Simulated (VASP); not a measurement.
# ZrB3 (Pm-3m) in VASP: a series of runs

The runs below take ZrB3 through relaxation of cell and atoms, single point, with PBE.

Everything below comes from runs of VASP 6.6.1. Logs are shortened: lines on timing, memory, paths and dates and some standing lists are left out, and cuts for length are marked.

## Step 1: Starting point

The structure is cubic, space group Pm-3m (No. 221). The conventional cell has a = 3.428 Å, b = 3.428 Å, c = 3.428 Å, α = 90.00°, β = 90.00°, γ = 90.00°. Zr (site symmetry m-3m) is surrounded by 12 B at 2.42 Å. Around B (site symmetry 4/mmm) lie 4 Zr at 2.42 Å and 8 B at 2.42 Å.

The cell was built by a generator and needn't be a form met in nature.

## Step 2: Relaxation of cell and atoms, PBE

INCAR reads:

```
PREC = Accurate
ENCUT = 600
EDIFF = 1E-6
ISMEAR = 0
SIGMA = 0.1
LREAL = False
LASPH = True
NELM = 100
ALGO = Normal
ISIF = 3
LWAVE = False
LCHARG = False
GGA = PE
IBRION = 2
NSW = 100
EDIFFG = -0.01
```

KPOINTS reads:

```
regular mesh
0
Gamma
  14 14 14
```

POSCAR reads:

```
ZrB3
1.0
    3.4276229382      0.0000000000      0.0000000000
    0.0000000000      3.4276229382      0.0000000000
    0.0000000000      0.0000000000      3.4276229382
Zr B
1 3
Direct
    0.0000000000      0.0000000000      0.0000000000
    0.0000000000      0.5000000000      0.5000000000
    0.5000000000      0.0000000000      0.5000000000
    0.5000000000      0.5000000000      0.0000000000
```

Potentials or basis: VASP PAW PBE potentials, release 64 (Zr_sv, B).

Launch:

```bash
$ cat potpaw_PBE.64/Zr_sv/POTCAR potpaw_PBE.64/B/POTCAR > POTCAR
$ mpirun -np 1 vasp_std > vasp.out
```

OUTCAR:

```text
PREC = Accurate
   ENCUT = 600
   EDIFF = 1E-6
   ISMEAR = 0
   LREAL = False
   LASPH = True
   NELM = 100
   ISIF = 3
   GGA = PE
   IBRION = 2
   NSW = 100
   EDIFFG = -0.01

 ion  position               nearest neighbor table
   1  0.000  0.000  0.000-   2 2.42   3 2.42   4 2.42   2 2.42   3 2.42   2 2.42   4 2.42   2 2.42
                             3 2.42   4 2.42   3 2.42   4 2.42
   2  0.000  0.500  0.500-   1 2.42   1 2.42   1 2.42   1 2.42
   3  0.500  0.000  0.500-   1 2.42   1 2.42   1 2.42   1 2.42
   4  0.500  0.500  0.000-   1 2.42   1 2.42   1 2.42   1 2.42

  LATTYP: Found a simple cubic cell.
 ALAT       =     3.4276229382

  Lattice vectors:

 A1 = (   3.4276229382,   0.0000000000,   0.0000000000)
 A2 = (   0.0000000000,   3.4276229382,   0.0000000000)
 A3 = (   0.0000000000,   0.0000000000,   3.4276229382)

Analysis of symmetry for initial positions (statically):
=====================================================================
 Subroutine PRICEL returns:
 Original cell was already a primitive cell.

 Routine SETGRP: Setting up the symmetry group for a
 simple cubic supercell.

 Subroutine GETGRP returns: Found 48 space group operations
 (whereof 48 operations were pure point group operations)
 out of a pool of 48 trial point group operations.

The static configuration has the point symmetry O_h .

Analysis of symmetry for dynamics (positions and initial velocities):
=====================================================================
 Subroutine PRICEL returns:
 Original cell was already a primitive cell.

 Routine SETGRP: Setting up the symmetry group for a
 simple cubic supercell.

 Subroutine GETGRP returns: Found 48 space group operations
 (whereof 48 operations were pure point group operations)
 out of a pool of 48 trial point group operations.

The dynamic configuration has the point symmetry O_h .

 Subroutine INISYM returns: Found 48 space group operations
 (whereof 48 operations are pure point group operations),
 and found     1 'primitive' translations

----------------------------------------------------------------------------------------

                                     Primitive cell

  volume of cell :      40.2698

  direct lattice vectors                    reciprocal lattice vectors
     3.427622938  0.000000000  0.000000000     0.291747377  0.000000000  0.000000000
     0.000000000  3.427622938  0.000000000     0.000000000  0.291747377  0.000000000
     0.000000000  0.000000000  3.427622938     0.000000000  0.000000000  0.291747377

  length of vectors
     3.427622938  3.427622938  3.427622938     0.291747377  0.291747377  0.291747377

  position of ions in fractional coordinates (direct lattice)
     0.000000000  0.000000000  0.000000000
     0.000000000  0.500000000  0.500000000
     0.500000000  0.000000000  0.500000000
     0.500000000  0.500000000  0.000000000

  ion indices of the primitive-cell ions
   primitive index   ion index
                 1           1
                 2           2
                 3           3
                 4           4

----------------------------------------------------------------------------------------

 KPOINTS: regular mesh

Automatic generation of k-mesh.
 Grid dimensions read from file:
 generate k-points for:   14   14   14

 Generating k-lattice:

  Cartesian coordinates                     Fractional coordinates (reciprocal lattice)
     0.020839098  0.000000000  0.000000000     0.071428571  0.000000000  0.000000000
     0.000000000  0.020839098  0.000000000     0.000000000  0.071428571  0.000000000
     0.000000000  0.000000000  0.020839098     0.000000000  0.000000000  0.071428571

  Length of vectors
     0.020839098  0.020839098  0.020839098

  Shift w.r.t. Gamma in fractional coordinates (k-lattice)
     0.000000000  0.000000000  0.000000000

 Subroutine IBZKPT returns following result:
 ===========================================

 Found    120 irreducible k-points:

 Following reciprocal coordinates:
            Coordinates               Weight
  0.000000  0.000000  0.000000      1.000000
  0.071429  0.000000  0.000000      6.000000
  0.142857  0.000000  0.000000      6.000000
  0.214286  0.000000  0.000000      6.000000
  0.285714  0.000000  0.000000      6.000000
  0.357143  0.000000  0.000000      6.000000
[... 16 lines left out ...]
  0.285714  0.214286  0.000000     24.000000
  0.357143  0.214286  0.000000     24.000000
 [... further k-points ...]
   k-points           NKPTS =    120   k-points in BZ     NKDIM =    120   number of bands    NBANDS=     14
   number of dos      NEDOS =    301   number of ions     NIONS =      4
   total plane-waves  NPLWV =  21952
   dimension x,y,z NGX =    28 NGY =   28 NGZ =   28
   dimension x,y,z NGXF=    56 NGYF=   56 NGZF=   56
   ions per type =               1   3
   NGX,Y,Z   is equivalent  to a cutoff of  13.58, 13.58, 13.58 a.u.
   NGXF,Y,Z  is equivalent  to a cutoff of  27.16, 27.16, 27.16 a.u.
 SYSTEM =  unknown system
   PREC   = accura    normal or accurate (medium, high low for compatibility)
   ISTART =      0    job   : 0-new  1-cont  2-samecut
   ICHARG =      2    charge: 1-file 2-atom 10-const
   ISPIN  =      1    spin polarized calculation?
   LNONCOLLINEAR =      F non collinear calculations
   LSORBIT =      F    spin-orbit coupling
   LASPH  =      T    aspherical Exc in radial PAW
   ENCUT  =  600.0 eV  44.10 Ry    6.64 a.u.   6.85  6.85  6.85*2*pi/ulx,y,z
   NELM   =    100;   NELMIN=  2; NELMDL= -5     # of ELM steps
   EDIFF  = 0.1E-05   stopping-criterion for ELM
   LREAL  =      F    real-space projection
   EDIFFG = -.1E-01   stopping-criterion for IOM
   NSW    =    100    number of steps for IOM
   IBRION =      2    ionic relax: 0-MD 1-quasi-New 2-CG
   NFREE  =      1    steps in history (QN), initial steepest desc. (CG)
   ISIF   =      3    stress and relaxation
   ISYM   =      2    0-nonsym 1-usesym 2-fastsym
   POTIM  = 0.5000    time-step for ionic-motion
   TEBEG  =    0.0;   TEEND  =   0.0 temperature during run
   PSTRESS=    0.0 pullay stress
   NELECT =      21.0000    total number of electrons
   NUPDOWN=      -1.0000    fix difference up-down
   EMIN   =  10.00;   EMAX   =-10.00  energy-range for DOS
   EFERMI =   0.00;   METHOD = LEGACY
   ISMEAR =     0;   SIGMA  =   0.10  broadening in eV -4-tet -1-fermi 0-gaus
   EFERMI_NEDOS =   21; number of points for ismear=-14 and -15
   IALGO  =     38    algorithm
   IMIX   =      4    mixing-type and parameters
     AMIX     =   0.40;   BMIX     =  1.00
     AMIX_MAG =   1.60;   BMIX_MAG =  1.00
  volume/ion in A,a.u.               =      10.07        67.94
  Fermi-wavevector in a.u.,A,eV,Ry     =   1.317715  2.490121 23.624794  1.736373
  Thomas-Fermi vector in A             =   2.447737
   LORBIT       =      0    0 simple, 1 ext, 2 COOP (PROOUT), +10 PAW based schemes
   GGA     = PE    functional components
   LHFCALC =     F    Hartree Fock is set to
   AEXX    =    0.0000 exact exchange contribution
   IVDW    =     0    specifies the selected vdW correction
   LEPSILON=     F    determine dielectric tensor
   LRPA    =     F    only Hartree local field effects (RPA)
 conjugate gradient relaxation of ions
 non-spin polarized calculation
 Gauss-broadening in eV      SIGMA  =   0.10
  energy-cutoff  :      600.00
  volume of cell :       40.27
 maximum number of plane-waves:      1376
 NGX is ok and might be reduce to    28
   NGX = 13   NGY = 13   NGZ = 13

--------------------------------------- Ionic step        1  -------------------------------------------

 number of electron      21.0000001 magnetization

 Free energy of the ion-electron system (eV)
  ---------------------------------------------------
  ext. energy  EPLUGINS =         0.00000000
  ---------------------------------------------------
  free energy    TOTEN  =       -26.68588895 eV

  energy without entropy =      -26.67955964  energy(sigma->0) =      -26.68272429

------------------------ aborting loop because EDIFF is reached ----------------------------------------

  FORCE on cell =-STRESS in cart. coord.  units (eV):
  Direction    XX          YY          ZZ          XY          YZ          ZX
  --------------------------------------------------------------------------------------
  -------------------------------------------------------------------------------------
  Total        0.1078099      0.1078099      0.1078099      0.0000000     -0.0000000     -0.0000000
  in kB        4.2893371      4.2893371      4.2893371      0.0000000     -0.0000000     -0.0000000
  external PRESSURE =       4.2893371 kB  Pullay stress =       0.0000000 kB
[... 61 lines left out ...]
  energy  without entropy=      -26.6796411839  energy(sigma->0) =      -26.68279680

--------------------------------------- Ionic step        3  -------------------------------------------

 number of electron      21.0000001 magnetization

 Free energy of the ion-electron system (eV)
  ---------------------------------------------------
  ext. energy  EPLUGINS =         0.00000000
  ---------------------------------------------------
  free energy    TOTEN  =       -26.68601277 eV

  energy without entropy =      -26.67969434  energy(sigma->0) =      -26.68285356

 E-fermi :   9.3177     XC(G=0): -12.1671

 val. band max:        9.3143050601   @ k =   0.4286   0.2143   0.2143
 cond. band min:       9.3520131805   @ k =   0.2143   0.0714   0.0714
 fundamental gap:      0.0377081204
 Fermi energy:         9.3177225286

 k-point     1 :       0.0000    0.0000    0.0000
  band No.  band energies     occupation
      1     -38.7669      2.00000
      2     -16.8965      2.00000
      3     -16.8965      2.00000
      4     -16.8965      2.00000
      5      -3.2944      2.00000
      6       4.5113      2.00000
      7       4.5113      2.00000
      8       6.4252      2.00000
      9       6.4252      2.00000
     10       6.4252      2.00000
     11      11.6325      0.00000
     12      11.6325      0.00000
     13      11.6325      0.00000
     14      12.0328      0.00000
[... 375 lines left out ...]
 k-point    24 :       0.3571    0.2143    0.0000
  band No.  band energies     occupation
      1     -38.7347      2.00000
      2     -17.2197      2.00000
      3     -17.0176      2.00000
      4     -16.8329      2.00000
      5      -1.1869      2.00000
      6       1.6252      2.00000
      7       3.7046      2.00000
      8       5.6444      2.00000
      9       5.9116      2.00000
     10       8.1174      2.00000
     11       9.0037      1.99999
     12      10.4090      0.00000
     13      11.3974      0.00000
     14      12.5645      0.00000

 [... further k-points ...]

------------------------ aborting loop because EDIFF is reached ----------------------------------------

  FORCE on cell =-STRESS in cart. coord.  units (eV):
  Direction    XX          YY          ZZ          XY          YZ          ZX
  --------------------------------------------------------------------------------------
  -------------------------------------------------------------------------------------
  Total       -0.0014265     -0.0014265     -0.0014265      0.0000000      0.0000000     -0.0000000
  in kB       -0.0566234     -0.0566234     -0.0566234      0.0000000      0.0000000     -0.0000000
  external PRESSURE =      -0.0566234 kB  Pullay stress =       0.0000000 kB
[... 19 lines left out ...]
  FREE ENERGIE OF THE ION-ELECTRON SYSTEM (eV)
  ---------------------------------------------------
  free  energy   TOTEN  =       -26.6860127671 eV

  energy  without entropy=      -26.6796943435  energy(sigma->0) =      -26.68285356

 reached required accuracy - stopping structural energy minimisation
```

It took 2.6 min on 1 thread of Intel Xeon Platinum 8488C (Sapphire Rapids), shared host; peak memory 0.22 GiB.

What came out:

- Free energy: -26.6860 eV
- Relaxed volume: 10.09 Å³/atom
- Relaxed cell: a = 3.430 Å, b = 3.430 Å, c = 3.430 Å, α = 90.00°, β = 90.00°, γ = 90.00°
- Space group after relaxing (to 0.05 Å): Pm-3m (No. 221)
- Energy gained by relaxing: 0.0 meV/atom
- Ionic steps: 3
- Pressure after relaxing: 0.0 GPa
- Band gap on the k mesh: none (metal or under the smearing width)

The path:
```tsv
step	energy change (eV)	largest force (eV/Å)	pressure (GPa)	volume (Å³)
1	0.0000	0.0000	0.43	40.27
2	-0.0001	0.0000	-0.29	40.43
3	-0.0001	0.0000	-0.01	40.36
```

Final structure:
```xyz
4
Lattice="3.4303 0.0000 0.0000 0.0000 3.4303 0.0000 0.0000 0.0000 3.4303" Properties=species:S:1:pos:R:3 pbc="T T T"
Zr    0.0000    0.0000    0.0000
B     0.0000    1.7151    1.7151
B     1.7151    0.0000    1.7151
B     1.7151    1.7151    0.0000
```

[end of part 1 of 2]
